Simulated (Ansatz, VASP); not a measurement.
# Si55C53 (Si_C2) in two plane-wave programs, part 3 of 3

Aim: how closely do two programs agree when they are given the same cell, functional and k mesh? Of the first pair: The structure shown is the start of the Ansatz relaxation below; VASP solves that cell, so the two are compared at the walk's first step.

VASP 6.6.1 and Ansatz 0.2.0.

So far. Step 3 (VASP: single point, r2SCAN, start cell, pair 1): The run ends at a pressure of 2.93 GPa, with forces up to 13 eV/Å.

## Step 6: VASP: single point, r2SCAN, relaxed cell, pair 2

Level of this step: r2SCAN, spin-polarised from a ferromagnetic start; plane waves and PAW (Si, C) (VASP).

The same cell, functional and mesh now go to VASP, with its own data sets.

Contents of INCAR:

```
SYSTEM = Si55C53
PREC = Accurate
ENCUT = 580
EDIFF = 1E-06
NELM = 200
ISMEAR = 0
SIGMA = 0.01
LREAL = Auto
ALGO = Normal
METAGGA = R2SCAN
LASPH = .TRUE.
NELECT = 431
NBANDS = 291
ISPIN = 2
MAGMOM = -0 0 -0 0 -0 0 -0 0 -0 0 -0 0 0 0.01 -0 0 -0 0 0 0.01 -0 0 -0 0 -0 0.01 -0 0 -0 0 0 0.03 -0 0 -0 0 -0 0 -0 0 -0 0 -0 -0 -0 0 -0 0 -0 0.01 -0 0 -0 -0 0.12 0 0.01 0 0 0 0 0 0 0 0 0 0 0 0.05 0 0 0 0 0 0 0 0 0.01 0 0 0.01 0 0.01 0 -0 0 0.06 0 0.03 0.01 0.01 0 0.06 0 0 0 0 0 0.05 0 0 -0 0 0 -0 0.01 0 0
LORBIT = 11
LWAVE = .FALSE.
LCHARG = .FALSE.
ISIF = 2
ISYM = 0
NUPDOWN = 1
GGA_COMPAT = .FALSE.
LMIXTAU = .TRUE.
```

Contents of POSCAR:

```
Si55C53
1.0
    9.2359949308     -0.0000000029      0.0000000000
   -4.6179974629      7.9986062407      0.0000000000
    0.0000000000      0.0000000000     15.1078644000
Si C
55 53
Direct
    0.1111739304      0.2214494925      0.8327510815
    0.2213790004      0.1112191513      0.3320535777
[... 2 atom lines left out ...]
    0.0001495860      0.0002393254      0.5007940289
[... 2 atom lines left out ...]
    0.2196342684      0.4431345275      0.3322799328
[... 5 atom lines left out ...]
    0.2213387577      0.7793516641      0.3317527003
[... 1 atom line left out ...]
    0.1137905384      0.8902887381      0.1622633588
    0.9998394167      0.6677825632      0.5010642094
[... 2 atom lines left out ...]
    0.5532163556      0.1112254109      0.3317350177
[... 1 atom line left out ...]
    0.4422493905      0.2187776092      0.1622775610
[... 3 atom lines left out ...]
    0.5355938160      0.4140331371      0.3248089830
    0.5535017785      0.4406947892      0.6702924099
    0.4418236290      0.5534947244      0.1643808089
    0.3324329095      0.3325443079      0.5008025387
[... 2 atom lines left out ...]
    0.5380561751      0.7944583990      0.3237608535
    0.5538605178      0.7787697151      0.6702806397
    0.4423305060      0.8902075018      0.1623101290
    0.3329332928      0.6673067000      0.5011900563
[... 2 atom lines left out ...]
    0.8895010219      0.1129526162      0.3322938397
[... 2 atom lines left out ...]
    0.6654297010      0.9997373395      0.5012022625
[... 2 atom lines left out ...]
    0.8875924954      0.4450671877      0.3323295198
[... 1 atom line left out ...]
    0.7776825508      0.5548916931      0.1648667192
    0.6649393392      0.3328534215      0.5010748795
[... 2 atom lines left out ...]
    0.9185285107      0.7969339027      0.3247909822
    0.8919047858      0.7791431917      0.6702706836
    0.7790466430      0.8906739568      0.1643883374
    0.6663584164      0.6662414826      0.5194215737
[... 1 atom line left out ...]
    0.6669746761      0.6657828831      0.3762997596
[... 1 atom line left out ...]
    0.0042970302      0.0064997453      0.3747818185
[... 5 atom lines left out ...]
    0.9982220207      0.3344006535      0.3742737787
[... 1 atom line left out ...]
    0.2212139314      0.4442051966      0.2078449065
    0.2217716274      0.4443746532      0.5412330783
[... 2 atom lines left out ...]
    0.0022756020      0.6675879597      0.3747881853
[... 11 atom lines left out ...]
    0.3261346379      0.3283419746      0.3747891150
[... 1 atom line left out ...]
    0.5517471572      0.4392592036      0.2028860155
    0.5516753366      0.4384511524      0.5467468227
[... 2 atom lines left out ...]
    0.3290910489      0.6661236753      0.3748107713
[... 1 atom line left out ...]
    0.5532942059      0.7791962643      0.2031315753
    0.5524635387      0.7802507549      0.5464580066
[... 2 atom lines left out ...]
    0.6665195789      0.0035427793      0.3748534927
[... 1 atom line left out ...]
    0.8883024817      0.1112928383      0.2078484396
    0.8883772093      0.1109620261      0.5412391652
[... 2 atom lines left out ...]
    0.6650859070      0.3304667487      0.3748011517
[... 1 atom line left out ...]
    0.8878742583      0.4446484646      0.2079060632
    0.8880265371      0.4447121993      0.5412633219
[... 3 atom lines left out ...]
    0.8933564428      0.7807778421      0.2028330459
    0.8941961658      0.7810294429      0.5467061613
    0.7778897610      0.8887604134      0.0405768200
```

Contents of KPOINTS:

```
Points of the shifted mesh
1
Reciprocal
 0.2500000000  0.2500000000  0.2500000000 1
```

PAW data sets: Si and C (PBE family, release 64).

On the command line:

```console
$ export OMP_NUM_THREADS=4
$ mpirun -np 1 vasp_std
```

Numbers of over 12 decimals in the logs are rounded to 6 here.

Output:

```text
[banner, memory and clock lines left out]
running    1 mpi-ranks, on    1 nodes
[...]
Offloading initialized ...    1 GPUs detected
[...]
[... a notice as in an earlier step ...]

 LDA part: xc-table for (None), standard interpolation
 POSCAR, INCAR and KPOINTS ok, starting setup
[...]
entering main loop
       N       E                     dE             d eps       ncg     rms          rms(c)
DAV:   1     0.121034283962E+04    0.12103E+04   -0.21695E+05  1164   0.151E+03
DAV:   2    -0.104418788052E+04   -0.22545E+04   -0.21285E+04  1426   0.257E+02
DAV:   3    -0.120480968606E+04   -0.16062E+03   -0.15886E+03  1424   0.636E+01
DAV:   4    -0.120845137325E+04   -0.36417E+01   -0.36252E+01  1408   0.105E+01
DAV:   5    -0.120855461698E+04   -0.10324E+00   -0.10305E+00  1424   0.165E+00BRMIX: very serious problems
 the old and the new charge density differ
 old charge density:   432.00000 new  431.00000
    0.675E+01
DAV:   6    -0.104861602645E+04    0.15994E+03   -0.24023E+02  1344   0.215E+01    0.382E+01
DAV:   7    -0.105041462954E+04   -0.17986E+01   -0.34443E+01  1432   0.838E+00    0.167E+01
DAV:   8    -0.105088018793E+04   -0.46556E+00   -0.14857E+00  1360   0.226E+00    0.513E+00
DAV:   9    -0.105091936393E+04   -0.39176E-01   -0.11744E-01  1352   0.631E-01    0.157E+00
[...]
DAV:  14    -0.105093277536E+04   -0.23555E-04   -0.81517E-05  1352   0.161E-02    0.232E-02
DAV:  15    -0.105093278351E+04   -0.81556E-05   -0.75787E-06  1392   0.604E-03    0.923E-03
DAV:  16    -0.105093278381E+04   -0.29843E-06   -0.29914E-06   984   0.336E-03
   1 F= -.10509328E+04 E0= -.10509328E+04  d E =-.527091E-16  mag=     0.9968
```

Parts of OUTCAR (step 6):

```text
  FREE ENERGIE OF THE ION-ELECTRON SYSTEM (eV)
  ---------------------------------------------------
  free  energy   TOTEN  =     -1050.9327838097 eV

  energy  without entropy=    -1050.9327838097  energy(sigma->0) =    -1050.93278381

 magnetization (x)
# of ion       s       p       d       tot
------------------------------------------
    1       -0.000  -0.000   0.000  -0.000
    2       -0.000   0.003   0.000   0.002
    3       -0.000  -0.000   0.000  -0.000
    4        0.000   0.001   0.000   0.001
    5       -0.000  -0.000   0.000  -0.000
    6        0.000   0.000   0.000   0.000
    7       -0.000  -0.000   0.000  -0.000
    8       -0.000  -0.000   0.000  -0.001
    9       -0.000  -0.000   0.000  -0.000
   10        0.000   0.000   0.000   0.000
   11       -0.000  -0.000   0.000  -0.000
   12        0.000   0.000   0.000   0.000
   13        0.000   0.000   0.000   0.000
[...]
--------------------------------------------------
tot          0.028   0.541   0.000   0.569
```

The run ends at a pressure of 0.82 GPa, with forces up to 0.035 eV/Å.

## Step 7: Comparison

What differs besides the data sets and the points named for the pairs above, as far as they apply: site moments are counted in spheres of each program's own size. Total energies have different zeros and are not compared.

Compared:

```csv
quantity,Ansatz,VASP,difference
"total moment, fixed by the input (μB)",1.00,1.00,0.00
moment on Si55 (μB),0.12,0.14,-0.03
moment on C93 (μB),0.06,0.06,0.00
moment on C87 (μB),0.06,0.06,0.00
moment on Si32 (μB),0.03,0.05,-0.02
moment on C99 (μB),0.05,0.05,0.00
moment on C69 (μB),0.05,0.05,0.00
```

At this near-relaxed geometry the largest component of a force difference is 29 meV/Å. The cell carries a charge of +1 e against a uniform background, so its pressure also hangs on how the neutralising background is counted, and in a defect's cell a gap may be the spacing between its levels.

## Step 8: Results

```
r.m.s. force difference (single point, r2SCAN, start cell, pair 1)        : 1.0 % of the r.m.s. force
difference in moment on Si55 (single point, r2SCAN, relaxed cell, pair 2) : -0.027 μB
```

The r.m.s. force difference is 1.0 % of the r.m.s. force (single point, r2SCAN, start cell, pair 1), within the 3 % picked in this series as the mark of a large difference. How closely two codes agree says nothing of how well the functional describes the real material.

[Lines on the potential files, build, host, timing and source positions are cut from VASP's logs without a mark.]

[Logs are printed without paths, hosts, clocks, repeated set-up lines and the standing remarks that a program may print on its own settings, such as how far it seeks lower states.]

[Hosts, paths, dates, database ids (printed as entryN), source tags and the programs' standing remarks are cut or masked in the printed files.]
